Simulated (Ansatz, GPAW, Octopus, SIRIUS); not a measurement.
WS2: programs and potentials compared

```
W S
1.0
     3.18352    0.00000    0.00000
    -1.59176    2.75701    0.00000
     0.00000    0.00000   16.95058
W S
1 2
Direct
  0.00000 0.00000 0.00000
  0.33333 0.66667 0.09200
  0.33333 0.66667 0.90800
```

Measurements of this composition are mostly on another form, of space group No. 194.

The cell holds a layer with vacuum beside it, so values per volume hang on the cell's height.

Alike in all runs: task single point; functional PBEsol; k mesh 10 × 10 × 2; occupations fermi-dirac, width 0.05 eV; no spin polarisation; no spin-orbit coupling.

```json
{"program and potentials": "Ansatz, Ansatz PAW", "plane-wave cutoff (eV)": "420", "notes": "potentials made for PBE, which Ansatz adapts in part", "largest force (eV/Å)": "0.126"}
{"program and potentials": "SIRIUS, PseudoDojo 0.4.1 PBEsol standard (scalar relativistic)", "plane-wave cutoff (eV)": "1030", "notes": "-", "largest force (eV/Å)": "0.124"}
{"program and potentials": "Octopus, pseudodojo_pbesol (PseudoDojo 0.4, PBEsol)", "plane-wave cutoff (eV)": "-", "notes": "-", "largest force (eV/Å)": "0.127"}
{"program and potentials": "Ansatz, all-electron LAPW, scalar-relativistic", "plane-wave cutoff (eV)": "-", "notes": "-", "largest force (eV/Å)": "0.124"}
{"program and potentials": "GPAW, PAW data sets generated for this functional", "plane-wave cutoff (eV)": "600", "notes": "-", "largest force (eV/Å)": "0.120"}
```

Force on atom 3 (S), eV/Å:

```
                                        program and potentials      x      y      z
                                            Ansatz, Ansatz PAW  0.000  0.000  0.126
SIRIUS, PseudoDojo 0.4.1 PBEsol standard (scalar relativistic)  0.000  0.000  0.124
           Octopus, pseudodojo_pbesol (PseudoDojo 0.4, PBEsol)  0.000  0.000  0.127
                Ansatz, all-electron LAPW, scalar-relativistic  0.000  0.000  0.124
             GPAW, PAW data sets generated for this functional  0.000  0.000  0.120
```

Differences between rows come from potentials, basis sets and numerical settings, since the functional is the same but for its coding. Runs on potential files found faulty are left out.
